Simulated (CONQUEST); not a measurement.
PbS (Galena) under changes of volume

One of the cells (26.086 Å³/atom); the others are scaled copies at fixed shape and fractional positions:

```
Pb S
1.0
     4.19420    0.00000    0.00000
     0.00000    4.19420    0.00000
     0.00000    0.00000    5.93150
Pb S
2 2
Direct
  0.00000 0.00000 0.00000
  0.50000 0.50000 0.50000
  0.00000 0.00000 0.50000
  0.50000 0.50000 0.00000
```

| Quantity | Value |
| --- | --- |
| Program | CONQUEST 1.3 |
| Functional | LDA |
| Potentials or basis | PseudoDojo NC LDA, DZP, grid of 40 × 40 × 60 points |
| k mesh | 6 × 6 × 5 |
| Occupations | fermi-dirac, width 0.05 eV |
| Spin | no spin polarisation |

```csv
volume (Å³/atom),energy over the lowest point (meV/atom),pressure (GPa)
24.521,3.90,2.0
25.042,0.00,0.4
25.564,0.97,-0.8
26.086,?,?
26.607,14.01,-3.1
27.129,25.81,-4.1
27.651,40.57,-5.0
```

What does the run at 26.086 Å³/atom give?

Energy over the lowest point 5.63 meV/atom; pressure -2.0 GPa.

Worked out: A Birch-Murnaghan fit of order 3 (a polynomial in V^(-2/3)) to the other rows has its minimum at 25.21 Å³/atom with B0 = V·E''(V) = 64 GPa and B' = 3.9. It gives 5.63 meV/atom at 26.086 Å³/atom, against the run's 5.63, and -dE/dV = -2.0 GPa, against -2.0.

Energies are extrapolated to zero smearing.

Caveats: the basis of atomic orbitals isn't converged, which shifts pressures, moduli and gaps; the real-space grid breaks the cell's symmetry a little (some runs).
